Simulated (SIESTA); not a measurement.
Crystal: HfC.

```
Hf C
1.0
     0.00000    2.32500    2.32500
     2.32500    0.00000    2.32500
     2.32500    2.32500    0.00000
Hf C
1 1
Direct
  0.50000 0.50000 0.50000
  0.00000 0.00000 0.00000
```

Base run:

| Item | Value |
| --- | --- |
| Program | SIESTA 5.4.2 |
| Functional | PBE |
| Potentials or basis | PseudoDojo 0.4 standard (PBE files) |
| Basis | DZP (energy shift 0.003 Ry; two zetas on semicore shells) |
| Grid cutoff | 800 Ry |
| Energy shift | 0.003 Ry |
| k mesh | 10 × 10 × 10 |
| Occupations | fermi-dirac, width 0.05 eV |
| Spin | no spin polarisation |
| Hubbard terms | Hf d U = 4 eV |

Its results: band gap on the k mesh none (metal or under the smearing width); pressure 14.0 GPa.

**Question.** After a change of settings the same cell gave: band gap on the k mesh none (metal or under the smearing width); pressure 20.8 GPa. Which change was it?
A. functional from PBE to revPBE; hubbard terms from Hf d U = 4 eV to none
B. hubbard terms from Hf d U = 4 eV to Hf d U = 6 eV
C. functional from PBE to BLYP; hubbard terms from Hf d U = 4 eV to none
D. hubbard terms from Hf d U = 4 eV to Hf d U = 2 eV

**Answer.** B.

Caveats: short orbitals over semicore shells can move pressures by several GPa; spin-orbit coupling is left out, which moves the levels of the heavy elements; the basis of atomic orbitals isn't converged, which shifts pressures, moduli and gaps; U without spin polarisation on a metal has little footing; the U is typed as a test and isn't derived for this compound.
